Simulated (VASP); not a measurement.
# From VASP inputs to Ansatz: InSb (CsCl)

INCAR

```
ENCUT = 520
IBRION = -1
PREC = Accurate
NBANDS = 16
LASPH = .TRUE.
SIGMA = 0.02
ISIF = 2
NELM = 120
LWAVE = .FALSE.
LCHARG = .FALSE.
EDIFF = 1E-7
NSW = 0
LREAL = .FALSE.
ISMEAR = -1
GGA = CA
```

KPOINTS

```
KPOINTS created by Atomic Simulation Environment
0
Gamma
8 8 8
0 0 0
```

KPOINTS_OPT

```
special points
5
Reciprocal
0.0000000000 0.0000000000 0.0000000000 1
0.0000000000 0.5000000000 0.0000000000 1
0.5000000000 0.5000000000 0.0000000000 1
0.5000000000 0.5000000000 0.5000000000 1
0.1000000000 0.5000000000 0.0000000000 1
```

POSCAR

```
In Sb
 1.0000000000000000
     3.7689761793755929    0.0000000000000000    0.0000000000000000
     0.0000000000000000    3.7689761793755929    0.0000000000000000
     0.0000000000000000    0.0000000000000000    3.7689761793755929
 In  Sb
   1   1
Cartesian
  0.0000000000000000  0.0000000000000000  0.0000000000000000
  1.8844880896877965  1.8844880896877965  1.8844880896877965
```

VASP ran with the recommended LDA PAW datasets (18 valence electrons in the cell).

**Question.** Write an Ansatz input for this cell and level of theory.

**Answer.** 

```yaml
crystal:
  lattice:
    - [3.7689761794, 0.0, 0.0]
    - [0.0, 3.7689761794, 0.0]
    - [0.0, 0.0, 3.7689761794]
  atoms:
    - { symbol: In, position: [0.0, 0.0, 0.0] }
    - { symbol: Sb, position: [0.5, 0.5, 0.5] }
kpoints:
  mp_grid: { grid: [8, 8, 8] }
  band_path:
    path:
      - [0.0, 0.0, 0.0]
      - [0.0, 0.5, 0.0]
      - [0.5, 0.5, 0.0]
      - [0.5, 0.5, 0.5]
      - [0.1, 0.5, 0.0]
    npoints: 1
hamiltonian:
  xc: lda
scf:
  occupations: { method: fermi_dirac, width: 0.02 }
  n_extra_bands: 4
output:
  forces: true
  stress: true
  eigenvalues: true
```

Other inputs would serve too.

```csv
,VASP,Ansatz
gap between bands v and c,-3.42 eV (bands overlap: a metal),-3.41 eV (bands overlap: a metal)
least direct gap,0.00 eV,0.00 eV
pressure,-3.1 GPa,-3.1 GPa
```

The two codes use different PAW datasets and cutoffs. VASP's cell holds 18 valence electrons and Ansatz's 28. LDA means the Perdew–Zunger form with relativistic exchange in VASP and the Perdew–Wang form in Ansatz. Ansatz's stress includes a Pulay correction; VASP's doesn't.
